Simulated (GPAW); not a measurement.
Input of a GPAW 26.7.0 run:

File run.py:

```python
import numpy as np
import spglib
from ase import Atoms
from ase.dft.bandgap import bandgap
from ase.io import read, write
from ase.units import GPa
from gpaw import GPAW, PW, setup_paths
from gpaw.spinorbit import soc_eigenstates

setup_paths.insert(0, '.')

atoms = read('GaSb.cif')
cell, positions, numbers = spglib.find_primitive(
    (atoms.cell[:], atoms.get_scaled_positions(), atoms.numbers), symprec=1e-4)
atoms = Atoms(numbers, cell=cell, scaled_positions=positions, pbc=True)

calc = GPAW(mode=PW(600),
            xc='GGA_X_OPTX+GGA_C_LYP',
            kpts={'size': (6, 6, 6), 'gamma': True},
            occupations={'name': 'fermi-dirac', 'width': 0.05},
            nbands=18,
            convergence={'density': 1e-05, 'energy': 1e-05},
            eigensolver='davidson',
            maxiter=150,
            txt='gpaw.txt')
atoms.calc = calc
energy = atoms.get_potential_energy()
forces = atoms.get_forces()
stress = atoms.get_stress()
calc.write('gs.gpw')
write('result.traj', atoms)
print(f'Energy: {energy:.6f} eV')
print('Forces (eV/A):')
print(forces.round(4))
print('Stress (GPa):', (stress / GPa).round(3))
print('Fermi level:', round(calc.get_fermi_level(), 4), 'eV')
print(f'Gap: {bandgap(calc)[0]:.4f} eV, direct: {bandgap(calc, direct=True)[0]:.4f} eV')

path = atoms.cell.bandpath('GXWKGLUWLK,UX', npoints=100, eps=1e-4)
bs_calc = calc.fixed_density(kpts=path, symmetry='off', nbands=30,
                             convergence={'bands': 'CBM+6.0', 'eigenstates': 1e-6}, txt='bands.txt')
bs = bs_calc.band_structure()
bs.write('bs.json')
print(f'Gap on the path: {bandgap(bs_calc)[0]:.4f} eV')

soc = soc_eigenstates(bs_calc, theta=54.7, phi=45)
np.savetxt('soc_bands.dat', soc.eigenvalues(), fmt='%.4f')
mesh = soc_eigenstates('gs.gpw', theta=54.7, phi=45)
np.savetxt('soc_mesh.dat', mesh.eigenvalues(), fmt='%.4f')
print('Fermi level with spin-orbit coupling:', round(mesh.fermi_level, 4), 'eV')
```

Contents of GaSb.cif:

```cif
data_GaSb
_cell_length_a 6.11800000
_cell_length_b 6.11800000
_cell_length_c 6.11800000
_cell_angle_alpha 90.00000000
_cell_angle_beta 90.00000000
_cell_angle_gamma 90.00000000
_space_group_name_H-M_alt 'F-43m'
_space_group_name_Hall 'F -4 2 3'
_space_group_IT_number 216
loop_
_space_group_symop_operation_xyz
'x,y,z'
'y,-x,-z'
'-x,-y,z'
'-y,x,-z'
'x,-y,-z'
'y,x,z'
'-x,y,-z'
'-y,-x,z'
'z,x,y'
'-z,y,-x'
'z,-x,-y'
'-z,-y,x'
'-z,x,-y'
'z,y,x'
'-z,-x,y'
'z,-y,-x'
'y,z,x'
'-x,-z,y'
'-y,z,-x'
'x,-z,-y'
'-y,-z,x'
'x,z,y'
'y,-z,-x'
'-x,z,-y'
'x,y+1/2,z+1/2'
'y,-x+1/2,-z+1/2'
'-x,-y+1/2,z+1/2'
'-y,x+1/2,-z+1/2'
'x,-y+1/2,-z+1/2'
'y,x+1/2,z+1/2'
'-x,y+1/2,-z+1/2'
'-y,-x+1/2,z+1/2'
'z,x+1/2,y+1/2'
'-z,y+1/2,-x+1/2'
'z,-x+1/2,-y+1/2'
'-z,-y+1/2,x+1/2'
'-z,x+1/2,-y+1/2'
'z,y+1/2,x+1/2'
'-z,-x+1/2,y+1/2'
'z,-y+1/2,-x+1/2'
'y,z+1/2,x+1/2'
'-x,-z+1/2,y+1/2'
'-y,z+1/2,-x+1/2'
'x,-z+1/2,-y+1/2'
'-y,-z+1/2,x+1/2'
'x,z+1/2,y+1/2'
'y,-z+1/2,-x+1/2'
'-x,z+1/2,-y+1/2'
'x+1/2,y,z+1/2'
'y+1/2,-x,-z+1/2'
'-x+1/2,-y,z+1/2'
'-y+1/2,x,-z+1/2'
'x+1/2,-y,-z+1/2'
'y+1/2,x,z+1/2'
'-x+1/2,y,-z+1/2'
'-y+1/2,-x,z+1/2'
'z+1/2,x,y+1/2'
'-z+1/2,y,-x+1/2'
'z+1/2,-x,-y+1/2'
'-z+1/2,-y,x+1/2'
'-z+1/2,x,-y+1/2'
'z+1/2,y,x+1/2'
'-z+1/2,-x,y+1/2'
'z+1/2,-y,-x+1/2'
'y+1/2,z,x+1/2'
'-x+1/2,-z,y+1/2'
'-y+1/2,z,-x+1/2'
'x+1/2,-z,-y+1/2'
'-y+1/2,-z,x+1/2'
'x+1/2,z,y+1/2'
'y+1/2,-z,-x+1/2'
'-x+1/2,z,-y+1/2'
'x+1/2,y+1/2,z'
'y+1/2,-x+1/2,-z'
'-x+1/2,-y+1/2,z'
'-y+1/2,x+1/2,-z'
'x+1/2,-y+1/2,-z'
'y+1/2,x+1/2,z'
'-x+1/2,y+1/2,-z'
'-y+1/2,-x+1/2,z'
'z+1/2,x+1/2,y'
'-z+1/2,y+1/2,-x'
'z+1/2,-x+1/2,-y'
'-z+1/2,-y+1/2,x'
'-z+1/2,x+1/2,-y'
'z+1/2,y+1/2,x'
'-z+1/2,-x+1/2,y'
'z+1/2,-y+1/2,-x'
'y+1/2,z+1/2,x'
'-x+1/2,-z+1/2,y'
'-y+1/2,z+1/2,-x'
'x+1/2,-z+1/2,-y'
'-y+1/2,-z+1/2,x'
'x+1/2,z+1/2,y'
'y+1/2,-z+1/2,-x'
'-x+1/2,z+1/2,-y'
loop_
_atom_site_label
_atom_site_type_symbol
_atom_site_symmetry_multiplicity
_atom_site_Wyckoff_symbol
_atom_site_fract_x
_atom_site_fract_y
_atom_site_fract_z
_atom_site_occupancy
Sb1 Sb 4 c 0.2500000000 0.2500000000 0.2500000000 1
Ga1 Ga 4 a 0.0000000000 0.0000000000 0.0000000000 1
```

Potentials or basis: PAW data sets generated in the run's folder for this functional, pw.

Launch:

```console
$ gpaw-setup -f GGA_X_OPTX+GGA_C_LYP Ga Sb
$ OMP_NUM_THREADS=1 python run.py
```

Task: Estimate the pressure.

Result: 3.5 GPa.

Task: Predict the band gap along the path.

Result: None (metal or under the smearing width).

Levels at the corners of the path, in eV from the Fermi level:
```csv
point,band 14,band 15,band 16,band 17,band 18,band 19,band 20,band 21,band 22,band 23
Γ,-0.83,-0.04,-0.04,-0.04,-0.04,-0.02,-0.02,2.45,2.45,2.67
X,-6.96,-2.95,-2.95,-2.67,-2.67,0.92,0.92,1.35,1.35,8.36
W,-6.77,-3.75,-3.37,-3.27,-3.24,3.29,3.71,4.26,4.36,4.38
K,-6.73,-3.89,-3.66,-2.44,-2.41,1.41,1.45,3.76,3.91,6.41
Γ,-0.83,-0.04,-0.04,-0.04,-0.04,-0.02,-0.02,2.45,2.45,2.67
L,-6.50,-1.66,-1.66,-1.21,-1.21,0.38,0.38,3.55,3.55,3.67
U,-6.73,-3.89,-3.66,-2.44,-2.41,1.41,1.45,3.76,3.91,6.41
W,-6.77,-3.75,-3.37,-3.27,-3.24,3.29,3.71,4.26,4.36,4.38
L,-6.50,-1.66,-1.66,-1.21,-1.21,0.38,0.38,3.55,3.55,3.67
K,-6.73,-3.89,-3.66,-2.44,-2.41,1.41,1.45,3.76,3.91,6.41
U,-6.73,-3.89,-3.66,-2.44,-2.41,1.41,1.45,3.76,3.91,6.41
X,-6.96,-2.95,-2.95,-2.67,-2.67,0.92,0.92,1.35,1.35,8.36
```

Caveat: spin-orbit coupling was added after a scalar SCF, so levels and gaps hold it while energy, forces, pressure and moments don't; this program's spin-orbit splittings come out too wide for heavy elements; this crystal is a semiconductor, whose small gap the functional closes, so the metal is an error of the method.

**What was measured.**

From a printed reference work, data compilation, for a bulk crystal of GaSb at 4.2 K: band gap 0.811 eV (direct).

Against the measured gap of GaSb, 0.811 eV (direct; 4.2 K; a printed reference work, data compilation), the calculated 0.00 eV is off by -0.81 eV. The value is that of OLYP, without temperature or zero-point motion.
